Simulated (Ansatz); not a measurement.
# Molecular dynamics of PbF2

Input:

```yaml
accuracy: low
crystal:
  lattice:
    - [0.0, 5.915897, 5.915897]
    - [5.915897, 0.0, 5.915897]
    - [5.915897, 5.915897, 0.0]
  atoms:
    - { symbol: Pb, position: [0.0, 0.0, 0.0] }
    - { symbol: F, position: [0.375, 0.375, 0.375] }
    - { symbol: F, position: [0.125, 0.125, 0.125] }
    - { symbol: Pb, position: [0.0, 0.0, 0.5] }
    - { symbol: F, position: [0.375, 0.375, 0.875] }
    - { symbol: F, position: [0.125, 0.125, 0.625] }
    - { symbol: Pb, position: [0.0, 0.5, 0.0] }
    - { symbol: F, position: [0.375, 0.875, 0.375] }
    - { symbol: F, position: [0.125, 0.625, 0.125] }
    - { symbol: Pb, position: [0.0, 0.5, 0.5] }
    - { symbol: F, position: [0.375, 0.875, 0.875] }
    - { symbol: F, position: [0.125, 0.625, 0.625] }
    - { symbol: Pb, position: [0.5, 0.0, 0.0] }
    - { symbol: F, position: [0.875, 0.375, 0.375] }
    - { symbol: F, position: [0.625, 0.125, 0.125] }
    - { symbol: Pb, position: [0.5, 0.0, 0.5] }
    - { symbol: F, position: [0.875, 0.375, 0.875] }
    - { symbol: F, position: [0.625, 0.125, 0.625] }
    - { symbol: Pb, position: [0.5, 0.5, 0.0] }
    - { symbol: F, position: [0.875, 0.875, 0.375] }
    - { symbol: F, position: [0.625, 0.625, 0.125] }
    - { symbol: Pb, position: [0.5, 0.5, 0.5] }
    - { symbol: F, position: [0.875, 0.875, 0.875] }
    - { symbol: F, position: [0.625, 0.625, 0.625] }
basis:
  ecutwfc: 420.0
kpoints:
  mp_grid: { grid: [1, 1, 1] }
hamiltonian:
  xc: pbe
  dispersion: d3bj
scf:
  occupations: { method: fermi_dirac, width: 0.05 }
  lower_state_search: "off"
md:
  timestep: 2
  n_steps: 160
  ensemble: nvt_nose_hoover
  temperature: 500.0
  initial_velocities: maxwell_boltzmann
  seed: 276871
  nose_hoover: { tau: 200.0, chain_length: 3 }
```

Run as:

```bash
$ ansatz run input.yaml --threads 1 --pin off --max-ram 3072MiB --backend cpu --events-out ev --progress --plain --runs-dir out
```

It starts from a structure without forces on its atoms.

Output, in part (step lines):

```
md step     0: t =     0.00 fs  T =   500.0 K  F+E_penalty+E_count = -108200.60066402 eV  E_kin = 1.486490 eV  conserved = -108199.11417403 eV  (8 SCF iters)
md step     1: t =     2.00 fs  T =   497.6 K  F+E_penalty+E_count = -108200.59370709 eV  E_kin = 1.479502 eV  conserved = -108199.11420482 eV  (8 SCF iters)
md step     2: t =     4.00 fs  T =   490.6 K  F+E_penalty+E_count = -108200.57269801 eV  E_kin = 1.458489 eV  conserved = -108199.11421125 eV  (8 SCF iters)
md step     3: t =     6.00 fs  T =   478.8 K  F+E_penalty+E_count = -108200.53774749 eV  E_kin = 1.423565 eV  conserved = -108199.11419194 eV  (8 SCF iters)
md step     4: t =     8.00 fs  T =   462.6 K  F+E_penalty+E_count = -108200.48940878 eV  E_kin = 1.375292 eV  conserved = -108199.11414546 eV  (8 SCF iters)
md step     5: t =    10.00 fs  T =   442.2 K  F+E_penalty+E_count = -108200.42869610 eV  E_kin = 1.314693 eV  conserved = -108199.11407106 eV  (4 SCF iters)
md step     6: t =    12.00 fs  T =   418.2 K  F+E_penalty+E_count = -108200.35709662 eV  E_kin = 1.243265 eV  conserved = -108199.11396706 eV  (3 SCF iters)
md step     7: t =    14.00 fs  T =   391.2 K  F+E_penalty+E_count = -108200.27657256 eV  E_kin = 1.162977 eV  conserved = -108199.11383324 eV  (3 SCF iters)
[... lines left out ...]
md step   160: t =   320.00 fs  T =   313.4 K  F+E_penalty+E_count = -108199.49714642 eV  E_kin = 0.931718 eV  conserved = -108199.11264543 eV  (7 SCF iters)
```

The steps, from the saved trajectory:

```csv
time (fs),T (K),potential energy less start (eV),conserved less start (meV/atom)
0.0,500,0.000,0.00
10.0,442,0.172,0.00
20.0,301,0.593,0.04
30.0,186,0.938,0.07
40.0,187,0.938,0.04
50.0,240,0.784,0.01
60.0,249,0.766,0.02
70.0,232,0.829,0.04
80.0,240,0.816,0.04
90.0,268,0.747,0.03
100.0,282,0.723,0.03
110.0,272,0.774,0.03
120.0,254,0.848,0.04
130.0,249,0.884,0.04
140.0,256,0.886,0.04
150.0,259,0.900,0.04
160.0,256,0.935,0.04
170.0,262,0.941,0.05
180.0,285,0.897,0.04
190.0,304,0.864,0.03
200.0,295,0.919,0.04
210.0,260,1.045,0.05
220.0,237,1.130,0.06
230.0,260,1.079,0.06
240.0,319,0.925,0.04
250.0,368,0.800,0.04
260.0,390,0.758,0.05
270.0,403,0.742,0.05
280.0,418,0.719,0.05
290.0,417,0.742,0.04
300.0,388,0.849,0.05
310.0,343,1.000,0.06
320.0,313,1.104,0.06
```

All steps were run. The conserved energy stayed within 0.07 meV per atom of its start (net change 0.064 meV per atom), so the integration is sound. The mean temperature of the second half is 35 % below the set value. A run of 0.32 ps of so small a system gives no equilibrium averages. Limits of this set-up: coarse k mesh, low accuracy level.

Mean squared displacements from the first frame to the last, about the centre of mass: Pb 0.01 Å², F 0.06 Å².

Last frame:

```xyz
24
Lattice="0.0000 5.9159 5.9159 5.9159 0.0000 5.9159 5.9159 5.9159 0.0000" Properties=species:S:1:pos:R:3
Pb -0.043 0.068 0.051
F 4.515 4.502 4.400
F 1.651 1.356 1.340
Pb 3.013 3.006 0.073
F 7.409 7.331 4.584
F 4.698 4.302 1.258
Pb 2.955 -0.100 2.848
F 7.521 4.145 7.659
F 4.259 1.680 4.564
Pb 5.873 2.926 2.970
F 10.459 7.590 7.302
F 7.475 4.544 4.500
Pb -0.025 2.983 3.033
F 4.506 7.372 7.494
F 1.623 4.513 4.331
Pb 2.968 5.812 2.940
F 7.203 10.415 7.665
F 4.313 7.431 4.566
Pb 2.999 2.999 5.867
F 7.507 7.406 10.115
F 4.590 4.412 7.220
Pb 5.829 5.948 5.889
F 10.556 10.338 10.224
F 7.404 7.537 7.354
```

Run time: 8.1 min on 1 thread of Arm Neoverse V1, on a shared host, peak memory 0.53 GiB.
